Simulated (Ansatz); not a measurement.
# Ta (100): surface energy and levels, part 3 of 3

Aim: for Ta, relax the bulk, then cut the (100) surface, relax it and get its surface energy and levels.

Ansatz 0.2.0; DFT PBE, scalar-relativistic, plane waves, PAW.

**7. All atoms of the slab relaxed**

File input.yaml:

```yaml
crystal:
  lattice:
    - [3.3190540256, 0.0, 0.0]
    - [0.0, 3.3190540256, 0.0]
    - [0.0, 0.0, 24.9571620767]
  atoms:
    - { symbol: Ta, position: [0.5, 0.5, 0.3005149374] }
    - { symbol: Ta, position: [0.0, 0.0, 0.3670099583] }
    - { symbol: Ta, position: [0.5, 0.5, 0.4335049791] }
    - { symbol: Ta, position: [0.0, 0.0, 0.5] }
    - { symbol: Ta, position: [0.5, 0.5, 0.5664950209] }
    - { symbol: Ta, position: [0.0, 0.0, 0.6329900417] }
    - { symbol: Ta, position: [0.5, 0.5, 0.6994850626] }
basis:
  ecutwfc: 420
kpoints:
  mp_grid: { grid: [10, 10, 1] }
hamiltonian:
  xc: pbe
scf:
  occupations: { method: gaussian, width: 0.1 }
output:
  forces: true
  eigenvalues: true
  write_density: true
  write_potential: true
  elf: true
  volumetric_format: npy
relax:
  adjacent_minimum: "off"
  f_tol: 0.02
  max_steps: 60
efield:
  axis: 3
  dipole_correction: true
  ramp_width: 0.04
```

On the command line:

```
ansatz run input.yaml --threads 2 --pin off --max-ram 5120MiB --backend cpu --events-out ev --progress --plain --runs-dir out
```

What it wrote:

```text
Warning: RAYON_NUM_THREADS=2 ignored (pool sized by the plan → 2); use --threads N
Engine: ansatz 0.2.0, aarch64-unknown-linux-gnu
Pseudopotentials: kind: paw
Pseudopotential: Ta, paw, valence charge 13, recommended cutoff 420 eV (normal), Ta.paw.azcp
Functional definition: PBE
  parameter kappa = 0.804
  parameter beta = 0.06672455060314922
  exchange = pbe_x(kappa = kappa, mu = beta*pi^2/3)
  correlation = pbe_c(beta = beta)
Crystal: 7 atoms, lattice volume = 274.931 Å³
Basis set: ecut = 420 eV, 5419 PW (Γ), exchange–correlation on 48×48×360 points (8 copies of the dense FFT grid, shifted against one another)
Bands: 55, of which v1, the nominal top of the filled ones, is band 46 counted from 1 (45 counted from 0)
Symmetry: 8 space group operations
k-points: 21 of 100
Non-local potential: Ta, projectors of the file, l = 0: 3, l = 1: 2, l = 2: 2, l = 3: 1
PAW form: soft (Blöchl's): semilocal exchange-correlation on the pseudo side does not see the compensation charge
PAW one-centre angular grid: Ta, 590 points (default); XC on 64 Gauss nodes
Initial density: superposition of atomic densities (neutral atoms: chi_scale 0, normalization atom), corrected by the library's trained network
Initial wavefunctions: pseudopotential atomic-orbital guess
Functional: x = pbe(κ = 0.804, μ = 0.2195149727645171), c = pbe(β = 0.06672455060314922)
SCF iter   1: F=—  HF=-69522.149700 eV  |F-HF|=—  |Δ(HF+E_count)|=         —  Δρ=9.30e-3  dr2=5.95e0  ethr=1.77e-3  p=-0.000 e·Å  D=-9.98e-15 V/Å  ΔV_dip=0.00 eV  dr2_dipole=3.77e-6  V_vac-E_F(+/−)=4.21/4.21 eV  ⟨swp⟩=8.3  Hψ=5424  notcnv=0  defer=1
efield: sawtooth ramp at fractional position 0.9800 (placed from the atoms, in the widest stretch of the axis that holds none; the zero of the levels goes with the place), width 0.0400; the density the first Hamiltonian is built on has a dipole p = -0.000 e·Å; the dipole correction subtracts the counter field D = -9.98e-15 V/Å, which shifts the + side's vacuum level by +0.00 eV against the − side's; the planar-averaged density in the ramp window peaks in size at 7.0e-5 e/Å³
preconditioner: auto → LDOS  [metal: Δε(μ)=0.015 eV  Ē_g=3.571 eV  σ=0.100 eV  W_gap=0.09  n_scr=54 (ndim 8)  ℏωp=13.2 eV  f_vac=0.451  D(μ)=6.41/eV (n_scr^D=44)  β→1.0]
SCF iter   2: F=—  HF=-69522.065975 eV  |F-HF|=—  |Δ(HF+E_count)|=   8.37e-2  Δρ=6.46e-3  dr2=1.66e0  ethr=1.77e-3  p=0.000 e·Å  D=2.22e-4 V/Å  ΔV_dip=-0.01 eV  dr2_dipole=2.35e-5  V_vac-E_F(+/−)=3.91/3.91 eV  ⟨swp⟩=3.1  Hψ=1657  notcnv=0  defer=50
SCF iter   3: F=—  HF=-69522.010924 eV  |F-HF|=—  |Δ(HF+E_count)|=   5.51e-2  Δρ=8.57e-4  dr2=5.10e-3  ethr=1.77e-3  p=0.000 e·Å  D=3.99e-5 V/Å  ΔV_dip=-0.00 eV  dr2_dipole=3.18e-7  V_vac-E_F(+/−)=3.96/3.96 eV  ⟨swp⟩=1.4  Hψ=1150  notcnv=0  defer=50
SCF iter   4: F=—  HF=-69522.013515 eV  |F-HF|=—  |Δ(HF+E_count)|=   2.59e-3  Δρ=3.78e-4  dr2=1.33e-3  ethr=5.61e-6  p=0.000 e·Å  D=1.57e-5 V/Å  ΔV_dip=-0.00 eV  dr2_dipole=9.78e-9  V_vac-E_F(+/−)=4.00/4.00 eV  ⟨swp⟩=2.8  Hψ=1657  notcnv=0  defer=45
SCF iter   5: F=—  HF=-69522.013581 eV  |F-HF|=—  |Δ(HF+E_count)|=   6.63e-5  Δρ=1.62e-4  dr2=6.22e-4  ethr=1.46e-6  p=0.000 e·Å  D=5.99e-6 V/Å  ΔV_dip=-0.00 eV  dr2_dipole=6.02e-9  V_vac-E_F(+/−)=4.00/4.00 eV  ⟨swp⟩=2.0  Hψ=1441  notcnv=0  defer=45
SCF iter   6: F=—  HF=-69522.013564 eV  |F-HF|=—  |Δ(HF+E_count)|=   1.67e-5  Δρ=7.41e-5  dr2=1.32e-4  ethr=6.83e-7  p=0.000 e·Å  D=3.95e-6 V/Å  ΔV_dip=-0.00 eV  dr2_dipole=1.86e-9  V_vac-E_F(+/−)=4.01/4.01 eV  ⟨swp⟩=1.4  Hψ=1143  notcnv=0  defer=45
SCF iter   7: F=-69522.013555 eV  HF=-69522.013562 eV  |F-HF|=6.65e-6  |Δ(HF+E_count)|=   2.81e-6  Δρ=1.65e-5  dr2=7.57e-6  ethr=1.10e-8  p=0.000 e·Å  D=3.82e-7 V/Å  ΔV_dip=-0.00 eV  dr2_dipole=2.29e-11  V_vac-E_F(+/−)=4.02/4.02 eV  ⟨swp⟩=24.6  Hψ=11719  notcnv=0
SCF 1 converged in 7 iterations: F = -69522.013555 eV  dr2 = 7.57e-6
relax step   1: F+E_penalty+E_count = -69522.01355501 eV  Δ(F+E_penalty+E_count) = +0.000e0 eV  max|allowed force component| = 1.218e0 eV/Å  Δτ_max = 0.0000 Å  (7 SCF iters, dr2 threshold 1.00e-5 eV, accepted)
[... 11 lines left out ...]
relax step   2: F+E_penalty+E_count = -69522.09081674 eV  Δ(F+E_penalty+E_count) = -7.726e-2 eV  max|allowed force component| = 1.290e0 eV/Å  Δτ_max = 0.1949 Å  (6 SCF iters, dr2 threshold 9.27e-5 eV, accepted)
[... 9 lines left out ...]
relax step   3: F+E_penalty+E_count = -69522.27641410 eV  Δ(F+E_penalty+E_count) = -1.856e-1 eV  max|allowed force component| = 1.371e-1 eV/Å  Δτ_max = 0.1244 Å  (6 SCF iters, dr2 threshold 1.00e-4 eV, accepted)
[... 14 lines left out ...]
relax step   4: F+E_penalty+E_count = -69522.27929905 eV  Δ(F+E_penalty+E_count) = -2.885e-3 eV  max|allowed force component| = 3.323e-2 eV/Å  Δτ_max = 0.0312 Å  (8 SCF iters, dr2 threshold 1.17e-6 eV, accepted)
[... 13 lines left out ...]
relax step   5: F+E_penalty+E_count = -69522.28005883 eV  Δ(F+E_penalty+E_count) = -7.598e-4 eV  max|allowed force component| = 6.779e-3 eV/Å  Δτ_max = 0.0127 Å  (8 SCF iters, accepted)
WARN: The output density's exchange-correlation potential varies sharply where the density is thin. Do not read a vacuum level from v_tot or v_xc, or from such a field of the output density. On a cell that repeats whose density bears no net charge and no dipole along the vacuum's axis use v_es (v_loc + v_h of the components); under efield.dipole_correction with no amplitude use v_es + v_field, which holds any external_charges[].barrier, or the levels of the report's work_function block, which leave it out; under a non-zero efield.amplitude the vacuum is tilted and has no level; on a cell that repeats and bears such a dipole with no correction it is tilted too, and efield.dipole_correction with no amplitude gives each side of its ramp a level where efield: is served; in a cell that repeats whose density bears a net charge (total_charge, or a fill off its count) it is curved and has none; of a slab under crystal.periodic whose density bears no net charge use v_es, which has a level on each side, short of where the two are joined; of another it falls or rises all the way out and has none; of a slab beside external_charges read slab_vacuum_level instead, which it has where they leave it neutral. The grid or the basis barely resolves most such structure, and the values can differ between equally converged runs; as a rule a tighter scf.convergence.dr2_threshold does not remove it. Where the density itself ripples (under the LDA too) a higher basis.ecutwfc lessens it. The files hold the spikes' plane waves up to the density's cutoff. Files: v_tot_of_output_density and the like, and their columns of v_z.tsv (output.write_potential); v_xc_of_output_density and the like, and their columns of v_comp_z.tsv (output.write_potential_components). Measured: with its Gaussian average of σ = 0.25 Å subtracted twice, the exchange-correlation potential is over 0.1 eV at 1078 of the grid points where the equally averaged density (valence and model cores) is under 1e-3 e/Å³, and 1.05 eV at the most among them, at an averaged density of 2.0e-7 e/Å³. The input density's (outcome.potential() and, of a run that writes arrays, v_tot and v_xc) is over 0.1 eV, so measured, at 298 points of its own thin density, 0.455 eV at the most. See output.write_potential in the manual, Limitations
SCF converged after 8 iterations
Free energy (F): -69522.280059 eV
Harris-Foulkes:  -69522.280059 eV  (|F-HF|=1.16e-10)
Internal energy: -69522.243207 eV  (E = F + TS)
E sigma→0 (E₀):  -69522.261633 eV
Entropy (-TS):   -0.036852 eV (-5.265 meV/atom)
Fermi energy:    6.747428 eV
Dipole field:    D = -0.000000 V/Å  (p = -0.000000 e·Å, saw-weighted, corrected)
Work function:   Φ+ = 3.7892 eV   Φ− = 3.7892 eV
Levels:          The Fermi level and band energies are counted from a zero that moves with the ramp; work functions are not
--- Per-component energies (eV) ---
  E_band       = -1831.826692
  E_kinetic    = 2553.047856
  E_local      = -87428.665449  (includes V_loc(G=0)·N_el)
  E_nonlocal   = 103.985141
  E_hartree    = 42575.215981
  E_xc         = -1524.024914
  E_vxc        = -1421.342352  (∫ρ·V_xc dr)
  E_paw        = -58775.548682  (= ΣΔE_a)
  E_vpaw       = -789.288835  (= ΣTr[D̂ρ^β])
  E_aug_tail   = 0.001018  (compensation charges beyond the density's cutoff)
  E_efield     = 0.000000  (sawtooth field / dipole correction)
  E_vefield    = 0.000000  (∫n·V_field dr)
  E_ewald      = 32973.745843
  E_smearing   = -0.036852  (= −TS)
  E_closure    = -0.000000  (closes the sum)
  Σ components = -69522.280059   (vs F -69522.280059, Δ=0.00e0)
--- Forces (eV/Å), atoms counted from 1 ---
  atom   1  Ta     0.00000000    -0.00000000     0.00677816
  atom   2  Ta    -0.00000000     0.00000000    -0.00175961
  atom   3  Ta    -0.00000000    -0.00000000    -0.00006982
  atom   4  Ta    -0.00000000     0.00000000    -0.00000049
  atom   5  Ta     0.00000000     0.00000000     0.00007081
  atom   6  Ta     0.00000000    -0.00000000     0.00176001
  atom   7  Ta    -0.00000000     0.00000000    -0.00677900
  max |Σ_I F_I| component: 4.72e-8 eV/Å
--- Band table (eV; the first three rows and the last of 21) ---
  k-point 0: bands = ["-61.2639", "-61.2639", "-60.5184", "-60.4649", "-60.3977", "-60.2770", "-60.2759", "-27.9037", "-27.9032", "-27.7411", "-27.7411", "-27.7405", "-27.7405", "-27.2755", "-27.1860", "-27.1802", "-27.1802", "-26.9990", "-26.9990", "-26.9669", "-26.7686", "-26.7686", "-26.7188", "-26.5829", "-26.5829", "-26.5675", "-26.5207", "-26.5207", "-0.9314", "-0.1447", "1.2501", "2.7554", "2.9023", "3.1259", "3.1548", "3.6110", "3.7824", "4.2065", "5.6262", "6.6821", "6.7159", "7.2297", "7.2689", "7.2689", "7.3494", "7.3494", "7.3704", "7.3857", "7.4564", "7.4564", "7.7776", "7.7776", "8.4010", "8.7476", "8.7476"]
[... 3 lines left out ...]
--- Relaxed structure (5 steps of the walk, 5 accepted, 0 SCFs on fresh bases) ---
  F+E_penalty+E_count = -69522.28005883 eV   max|allowed force component| = 6.779e-3 eV/Å
  atoms:
    - { symbol: Ta, position: [0.49999999999999994, 0.49999999999999994, 0.30701809475745717] }
    - { symbol: Ta, position: [-2.146883727049756e-18, 1.6496096950557913e-33, 0.3655404252160859] }
    - { symbol: Ta, position: [0.49999999999999994, 0.49999999999999994, 0.43219589701151273] }
    - { symbol: Ta, position: [8.37426276526376e-25, -6.714491723593926e-34, 0.5000000005732149] }
    - { symbol: Ta, position: [0.49999999999999994, 0.49999999999999994, 0.5678040991680972] }
    - { symbol: Ta, position: [2.146882871306101e-18, 1.1853979215727545e-33, 0.6344595741981611] }
    - { symbol: Ta, position: [0.49999999999999994, 0.49999999999999994, 0.6929819090754711] }
```

Wall time 2.1 min (2 threads of Arm Neoverse V1, shared host); peak memory 0.61 GiB.

Step by step:

```
step  E - E(step 1) (eV/cell)  largest force component (eV/Å)
   1                   0.0000                          1.2176
   2                  -0.0773                          1.2897
   3                  -0.2629                          0.1371
   4                  -0.2657                          0.0332
   5                  -0.2665                          0.0068
```

Step 1 is the start.

This gives work function 3.79 eV.

Plane-averaged electrostatic potential energy of an electron across the slab, counted from the Fermi level:

z (Å), V (eV) and a bar:
```
     1.66       3.79 ##############################
     2.22       3.79 ##############################
     2.50       3.79 ##############################
     3.05       3.79 ##############################
     3.33       3.78 ##############################
     3.88       3.78 ##############################
     4.44       3.75 ##############################
     4.71       3.71 ##############################
     5.27       3.54 ##############################
     5.55       3.34 #############################
     6.10       2.35 ############################
     6.66      -0.79 ######################
     6.93      -4.31 ################
     7.49     -12.67 ##
     7.76     -13.68 
     8.32     -10.08 ######
     8.60     -10.38 ######
     9.15     -13.29 #
     9.71      -8.07 ##########
     9.98      -7.05 ###########
    10.54     -11.82 ###
    10.81     -13.09 #
    11.37      -7.85 ##########
    11.92      -8.10 ##########
    12.20     -11.33 ####
    12.76     -11.33 ####
    13.03      -8.10 ##########
    13.59      -7.85 ##########
    14.14     -13.09 #
    14.42     -11.82 ###
    14.97      -7.05 ###########
    15.25      -8.07 ##########
    15.81     -13.29 #
    16.36     -10.38 ######
    16.64     -10.08 ######
    17.19     -13.68 
    17.47     -12.67 ##
    18.02      -4.31 ################
    18.30      -0.79 ######################
    18.86       2.35 ############################
    19.41       3.34 #############################
    19.69       3.54 ##############################
    20.24       3.71 ##############################
    20.52       3.75 ##############################
    21.07       3.78 ##############################
    21.63       3.78 ##############################
    21.91       3.79 ##############################
    22.46       3.79 ##############################
    22.74       3.79 ##############################
    23.29       3.79 ##############################
```

Density in a lattice plane of the grid's cell (edges 3.32 and 24.96 Å, at 0.500 of the third edge), which holds Ta.

Ten even steps from ' ' (0.00 e/Å³) to '@' (4.19 e/Å³):
```
            
            
            
            
            
    %%@@%%  
      ..    
    ..--..  
    ++@@++  
            
    ++@@++  
    ..--..  
      ..    
    %%@@%%  
            
            
            
            
            
            
```
Columns run along the first of these edges and rows up along the second, over one cell in 6 and 20 even steps from the bottom left corner. Atoms in the plane (fractional): Ta at (0.50, 0.31), Ta at (0.50, 0.43), Ta at (0.50, 0.57), Ta at (0.50, 0.69).

ELF in the same plane.

Ten even steps from '0' (0.00) to '9' (0.70):
```
000000
000000
000000
000000
321212
629292
664346
744644
729892
577677
729892
744644
664346
629292
321212
000000
000000
000000
000000
000000
```
Columns run along the first of these edges and rows up along the second, over one cell in 6 and 20 even steps from the bottom left corner. Atoms in the plane (fractional): Ta at (0.50, 0.31), Ta at (0.50, 0.43), Ta at (0.50, 0.57), Ta at (0.50, 0.69).

Both are smooth fields of the valence electrons: close to the nuclei they are not physical.

Maxima of ELF outside the ion cores: 0.64 between the atoms, 1.7 Å from Ta.

**8. Surface energy and levels of (100)**

The surface energy is (E_slab − N·E_bulk) / 2A, with N = 7 atoms and A = 11.02 Å².

|  | as cut | relaxed |
| --- | --- | --- |
| surface energy, mean of both faces | 2.74 J/m² | 2.55 J/m² |
| work function | 4.02 eV | 3.79 eV |
| dipole along +c (e·Å/cell) | 0.000 | 0.000 |

Spacings of the planes, from the bottom up:

```csv
plane,atoms,"spacing to the next, as cut (Å)",relaxed (Å),change (%),rumpling (Å)
1,Ta,1.660,1.461,-12.0,0.000
2,Ta,1.660,1.664,+0.2,0.000
3,Ta,1.660,1.692,+2.0,0.000
4,Ta,1.660,1.692,+2.0,0.000
5,Ta,1.660,1.664,+0.2,0.000
6,Ta,1.660,1.461,-12.0,0.000
7,Ta,,,,0.000
```

**9. What came out**

What follows sums up all 3 parts.

```
                                 quantity                                                                      value
        bulk: relaxed cell (conventional)  a = 3.319 Å, b = 3.319 Å, c = 3.319 Å, α = 90.00°, β = 90.00°, γ = 90.00°
               bulk: space group (0.01 Å)                                                            Im-3m (No. 229)
                             bulk: volume                                                              18.28 Å³/atom
surface energy, (100), cut with Ta on top                                                                  2.55 J/m²
 work function, (100), cut with Ta on top                                                                    3.79 eV
```

Relaxation raised the bulk's volume by 0.8 %. On (100) the top spacing contracts by 12.0 %, and relaxation gains 0.191 J/m² a face. Spin-orbit coupling is left out for Ta.
